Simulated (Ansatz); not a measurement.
The system is Mo.

```xyz
1
Lattice="-1.5838 1.5838 1.5838 1.5838 -1.5838 1.5838 1.5838 1.5838 -1.5838" Properties=species:S:1:pos:R:3 pbc="T T T"
Mo    0.0000    0.0000    0.0000
```

```yaml
Program: Ansatz 0.2.0
Task: single point
Functional: PBE
Potentials_or_basis: Ansatz PAW
Cutoff: "420 eV (not typed: the program's choice for these potentials)"
k_mesh: 12 × 12 × 12
Occupations: fermi-dirac, width 0.05 eV
Spin: no spin polarisation
```

On this cell: pressure -1.9 GPa; band gap on the k mesh none (metal or under the smearing width).

The same run follows on a disturbed copy (cell strained at random at fixed volume):

```
Mo
1.0
    -1.59439    1.59130    1.58454
     1.61239   -1.54306    1.55430
     1.60659    1.55526   -1.53630
Mo
1
Direct
  0.99511 0.97150 0.97202
```

Q: What changes?

A: The energy (extrapolated to zero smearing) moves by +12.4 meV/atom; pressure -1.6 GPa; band gap on the k mesh none (metal or under the smearing width).

Stress tensor (GPa, compression positive):
```
-6.86 -0.83 -1.26
-0.83  0.57 -3.20
-1.26 -3.20  1.46
```
